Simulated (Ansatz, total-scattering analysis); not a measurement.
# From input file to S(Q): Al2O3

Aim: the structure of Al2O3 at 2500 K, and the X-ray and neutron patterns it would give.

Method: ab initio molecular dynamics with Ansatz (PBE, plane waves, PAW set soft_1, Langevin thermostat, no spin, fixed volume). Composition: Al 40.0, O 60.0 atom %; 120 atoms. The average runs over 3.4 ps of 120 atoms, so shells between rare elements are rough. Mean temperature 2485 K, largest m.s.d. 4.73 Å², energy drift -10 meV an atom (last third less first, no steady trend), Langevin friction 2 ps⁻¹; the first quarter of the run is discarded. Start: last frame of a classical run of this cell at the same density and temperature.

**What is measured.** O around Al: 4.40 at 2400 K. Earlier experiment on liquid alumina at 2400 K, quoted in Table 3 for comparison (experiment (cited; technique not stated); “Molecular Dynamics Study on Structure, Vibrational Properties, and Transport Coefficients of Liquid Alumina”, 2022, pmc:9736481). Al–Al distance: 3.15 Å at 2400 K. Earlier experiment on liquid alumina at 2400 K, quoted in Table 2 for comparison (experiment (cited, technique not stated); “Molecular Dynamics Study on Structure, Vibrational Properties, and Transport Coefficients of Liquid Alumina”, 2022, pmc:9736481). Al–O distance: 1.80 Å at 2400 K. Earlier experiment on liquid alumina at 2400 K, quoted in Table 2 for comparison (experiment (cited, technique not stated); “Molecular Dynamics Study on Structure, Vibrational Properties, and Transport Coefficients of Liquid Alumina”, 2022, pmc:9736481). O–O distance: 2.82 Å at 2400 K. Earlier experiment on liquid alumina at 2400 K, quoted in Table 2 for comparison (experiment (cited, technique not stated); “Molecular Dynamics Study on Structure, Vibrational Properties, and Transport Coefficients of Liquid Alumina”, 2022, pmc:9736481). Al around O: 2.93 at 2400 K. Earlier experiment on liquid alumina at 2400 K, quoted in Table 3 for comparison (experiment (cited; technique not stated); “Molecular Dynamics Study on Structure, Vibrational Properties, and Transport Coefficients of Liquid Alumina”, 2022, pmc:9736481).

## The run

The step of 1.5 fs has to resolve the fastest vibration, that of the lightest atoms and stiffest bonds. The volume is fixed, since the run is too short for a cell to find its own; the mean pressure then hints how far the functional is from its own density, with errors up to a few GPa from cell size, k-points and loose SCF steps (the program warns of the last). One k-point, Γ, is the usual economy for a cell of this size. Smeared occupations keep the forces smooth should levels come near the Fermi energy. A Langevin thermostat samples the right structure once equilibrated, but its friction lowers diffusion.

Contents of input.yaml:

```yaml
crystal:
  lattice:
    - [11.2551, 0.0, 0.0]
    - [0.0, 11.2551, 0.0]
    - [0.0, 0.0, 11.2551]
  atoms:
    - { symbol: Al, position: [0.0024, 0.5316, 0.3247] }
    - { symbol: Al, position: [0.0347, 0.9894, 0.7348] }
    - { symbol: Al, position: [0.289, 0.7773, 0.3352] }
    - { symbol: Al, position: [0.4172, 0.2865, 0.5294] }
[... 114 atom lines left out ...]
    - { symbol: O, position: [0.9112, 0.6224, 0.4159] }
    - { symbol: O, position: [0.5694, 0.2418, 0.489] }
kpoints:
  mp_grid: { grid: [1, 1, 1] }
scf:
  occupations: { method: fermi_dirac, width: 0.2154 }
hamiltonian:
  xc: pbe
  pseudopotentials: { kind: paw, azcp: { folder: soft_1 } }
output:
  forces: true
  stress: true
md:
  timestep: 1.5
  n_steps: 3000
  ensemble: nvt_langevin
  temperature: 2500.0
  initial_velocities: maxwell_boltzmann
  seed: 7
  friction: 0.002
```

```console
$ ansatz run input.yaml --threads 16 --pin off --max-ram 32768MiB --backend cuda --events-out ev --progress --plain --runs-dir out --max-vram 52GiB
```

```text
Warning: md: disabling space-group detection — thermal motion breaks the input geometry's symmetry, so no spatial operation reduces the k-mesh or symmetrises the density; time reversal is kept, so that k and −k are [...]
Warning: output.stress: scf.convergence.dr2_threshold = 1e-7 eV (the SCF's general default) is looser than the 1.08e-8 eV advised for a printed stress (1e-10 eV for each atom of the cell: 120, of which 108 are counted). [...]
band count auto-derived: 427 (N_el = 576.0; filled up to band 288; 408 by the electrons, moments and atoms)
Engine: ansatz 0.2.0, aarch64-unknown-linux-gnu
Pseudopotential: Al, paw, valence charge 3, recommended cutoff 420 eV (normal), soft_1/Al.paw.azcp
Pseudopotential: O, paw, valence charge 6, recommended cutoff 420 eV (normal), soft_1/O.paw.azcp
Functional definition: PBE
Crystal: 120 atoms, lattice volume = 1425.765 Å³
Basis set: ecut = 420 eV, 27825 PW (Γ), exchange–correlation on 160×160×160 points (8 copies of the dense FFT grid, shifted against one another)
Bands: 427, of which v1, the nominal top of the filled ones, is band 288 counted from 1 (287 counted from 0)
k-points: 1
[... other set-up lines, SCF lines and steps between those shown are left out ...]
md step     0: t =     0.00 fs  T =  2479.2 K  F+E_penalty+E_count = -66759.95534761 eV  E_kin = 38.454850 eV  P_inst = 7.7343 GPa  (15 SCF iters)
md step     1: t =     1.50 fs  T =  2447.7 K  F+E_penalty+E_count = -66758.96913878 eV  E_kin = 37.967316 eV  P_inst = 8.1437 GPa  (10 SCF iters)
md step   120: t =   180.00 fs  T =  2494.6 K  F+E_penalty+E_count = -66759.08179210 eV  E_kin = 38.694322 eV  P_inst = 1.1506 GPa  (10 SCF iters)
md step   240: t =   360.00 fs  T =  2578.8 K  F+E_penalty+E_count = -66758.59944443 eV  E_kin = 39.999975 eV  P_inst = 3.1942 GPa  (11 SCF iters)
md step   360: t =   540.00 fs  T =  2436.1 K  F+E_penalty+E_count = -66756.67870357 eV  E_kin = 37.786963 eV  P_inst = 3.2698 GPa  (11 SCF iters)
md step   480: t =   720.00 fs  T =  2336.4 K  F+E_penalty+E_count = -66759.32918121 eV  E_kin = 36.240142 eV  P_inst = -1.0258 GPa  (10 SCF iters)
md step   600: t =   900.00 fs  T =  2474.3 K  F+E_penalty+E_count = -66761.58120450 eV  E_kin = 38.380079 eV  P_inst = 2.5742 GPa  (9 SCF iters)
md step   840: t =  1260.00 fs  T =  2362.9 K  F+E_penalty+E_count = -66763.68391586 eV  E_kin = 36.651098 eV  P_inst = 2.1357 GPa  (10 SCF iters)
md step  1080: t =  1620.00 fs  T =  2317.4 K  F+E_penalty+E_count = -66763.59139808 eV  E_kin = 35.945398 eV  P_inst = 6.1549 GPa  (11 SCF iters)
md step  1320: t =  1980.00 fs  T =  2920.8 K  F+E_penalty+E_count = -66770.52778427 eV  E_kin = 45.305076 eV  P_inst = 4.4266 GPa  (10 SCF iters)
md step  1560: t =  2340.00 fs  T =  2678.3 K  F+E_penalty+E_count = -66769.36197746 eV  E_kin = 41.543622 eV  P_inst = 4.2576 GPa  (11 SCF iters)
md step  1800: t =  2700.00 fs  T =  2288.6 K  F+E_penalty+E_count = -66762.98357278 eV  E_kin = 35.499404 eV  P_inst = 4.3519 GPa  (11 SCF iters)
md step  2040: t =  3060.00 fs  T =  2287.6 K  F+E_penalty+E_count = -66770.76003533 eV  E_kin = 35.483606 eV  P_inst = -1.1194 GPa  (11 SCF iters)
md step  2280: t =  3420.00 fs  T =  2420.4 K  F+E_penalty+E_count = -66766.22787358 eV  E_kin = 37.543373 eV  P_inst = 0.7267 GPa  (11 SCF iters)
md step  2520: t =  3780.00 fs  T =  2730.5 K  F+E_penalty+E_count = -66767.97150911 eV  E_kin = 42.353277 eV  P_inst = 1.0073 GPa  (10 SCF iters)
md step  2760: t =  4140.00 fs  T =  2307.6 K  F+E_penalty+E_count = -66760.67874320 eV  E_kin = 35.793009 eV  P_inst = -1.3610 GPa  (11 SCF iters)
md step  3000: t =  4500.00 fs  T =  2412.0 K  F+E_penalty+E_count = -66765.59046653 eV  E_kin = 37.413745 eV  P_inst = 1.2996 GPa  (11 SCF iters)
[... last step's energies and forces left out ...]
--- MD trajectory: 3000 steps, t = 0.0 → 4500.0 fs ---
  final state: T = 2412.0 K   F+E_penalty+E_count = -66765.59046653 eV   E_kin = 37.413745 eV
```

Run time: 19 min on 1 × NVIDIA GB200 with 16 threads of Arm Neoverse V2 (shared host), peak memory 1.2 GiB.

## Analysis

The totals are in Faber–Ziman form. Below 4 Å⁻¹ the partials are summed on the cell's own reciprocal vectors (from 0.56 Å⁻¹) and folded with a Gaussian of σ = 0.12 Å⁻¹; above it they are transforms of g(r) out to 7.6 Å, tapered over the last 40 %. The fold lowers sharp peaks, and with so few vectors their positions are good to about 0.1 Å⁻¹. X-rays take neutral-atom form factors, neutrons coherent lengths (Al 3.449, O 5.8037 fm). G(r) = 4πrρ₀[g(r) − 1] carries the resolution of a Lorch-windowed transform up to 20 Å⁻¹. The patterns are simulated, not measured. The cell is small: beyond half the box only the part of each shell inside it is counted, and low-Q values rest on few vectors. It is averaged over 126 frames.

```csv
T (K),state,density (g/cm³),first clear X-ray maximum (Å⁻¹),its height (X-ray),first clear neutron maximum (Å⁻¹),its height (neutron),Al–O (Å),O around Al,O–O (Å),O on one former (%),held,"D over the elements, rough (10⁻⁹ m²/s)"
2500,liquid,2.850,2.25,0.86,2.71,1.21,1.79,4.71,2.84,0.0,"volume, 2.0 GPa mean",1.9 to 1.9
```

X-ray S(Q):

```tsv
Q (Å⁻¹)	2500 K
0.8	0.14
1.1	0.26
1.4	0.30
1.7	0.57
2.0	0.75
2.3	0.85
2.6	0.70
2.9	0.76
3.2	0.77
3.5	0.91
3.8	1.09
4.1	1.29
4.4	1.40
4.7	1.32
5.0	1.09
5.3	0.86
5.6	0.77
5.9	0.80
6.2	0.87
6.5	0.92
6.8	0.99
7.1	1.06
7.4	1.11
7.7	1.12
8.0	1.09
8.3	1.04
8.6	0.99
8.9	0.95
```

At 2500 K the maxima of S(Q), Q in Å⁻¹ (height), are X-ray: 2.25 (0.86), 4.43 (1.40), 7.61 (1.12), 11.20 (1.04); neutron: 2.71 (1.21), 4.62 (1.27), 7.55 (1.12). Its shells:

| pair | first peak (Å) | g there | first minimum (Å) | g there | neighbours | X-ray weight (f = Z) | neutron weight |
| --- | --- | --- | --- | --- | --- | --- | --- |
| Al–O | 1.79 | 5.3 | 2.64 | 0.29 | 4.7 O per Al, 3.1 Al per O | 0.50 | 0.41 |
| O–O | 2.84 | 2.2 | 4.06 | 0.61 | 13.2 | 0.23 | 0.51 |
| Al–Al | 3.19 | 2.2 | 4.12 | 0.61 | 9.5 | 0.27 | 0.08 |

Bonded neighbours (only these pairs count: cutoffs Al–O 2.64 Å): Al: 3 0.6 %, 4 40 %, 5 47 %, 6 12 %; O: 2 8.4 %, 3 70 %, 4 21 %, 5 0.9 %. For Al–O g doesn't fall to zero at the cutoff, so those shares hang on where it is put. Oxygen by network formers bound (Si, B, P, Ge and Al count): two 8.4 %, three or more 92 %. O–Al–O peak at 88° and Al–O–Al peak at 100°. These counts come from 15 frames.

**Reading.** The first Al–O shell holds 4.7 O at 1.79 Å. The first O–O shell holds 13.2 O at 2.84 Å, with no empty gap behind it, so neighbours come and go. In Bhatia–Thornton form S_CC/(c₁c₂) peaks at 2.60 Å⁻¹ with 3.38, the mark of chemical order: unlike neighbours are preferred. Unlike atoms are nearest: the pair functions peak at 1.79 Å (Al–O) and 2.84 Å (O–O). The ratio of these peaks, 1.59 (±0.04), compares with 1.73 for a triangle, 1.63 for a tetrahedron and 1.41 for an octahedron, and Al has 4.7 anions. The weights that differ most between the probes (X-ray, neutron): O–O 0.23 and 0.51, Al–Al 0.27 and 0.08 and Al–O 0.50 and 0.41. At 2.71 Å⁻¹ neutrons show a peak (1.21) where X-rays give 0.72: term by term, w(S − 1) with f = Z as a rough X-ray weight: O–O +0.96 against +0.43, Al–Al +0.10 against +0.34 and Al–O -0.85 against -1.05 (neutron against X-ray).

| quantity | measured | this run |
| --- | --- | --- |
| O around Al | 4.4 | 4.7 |
| Al–Al distance (Å) | 3.15 | 3.19 |
| Al–O distance (Å) | 1.80 | 1.79 |
| O–O distance (Å) | 2.82 | 2.84 |
| Al around O | 2.9 | 3.1 |

O around Al: the run agrees with the measurement (largest miss 0.31, allowed 0.4). Al–Al distance: the run agrees with the measurement (largest miss 0.04, allowed 0.04). Al–O distance: the run agrees with the measurement (largest miss 0.01, allowed 0.04). O–O distance: the run agrees with the measurement (largest miss 0.02, allowed 0.04). Al around O: the run agrees with the measurement (largest miss 0.21, allowed 0.4). Measured coordination numbers hang on where the integral is cut, by half a neighbour or more in dense liquids.

[Logs are printed without paths, hosts, clocks, repeated set-up lines and the standing remarks that a program may print on its own settings, such as how far it seeks lower states.]
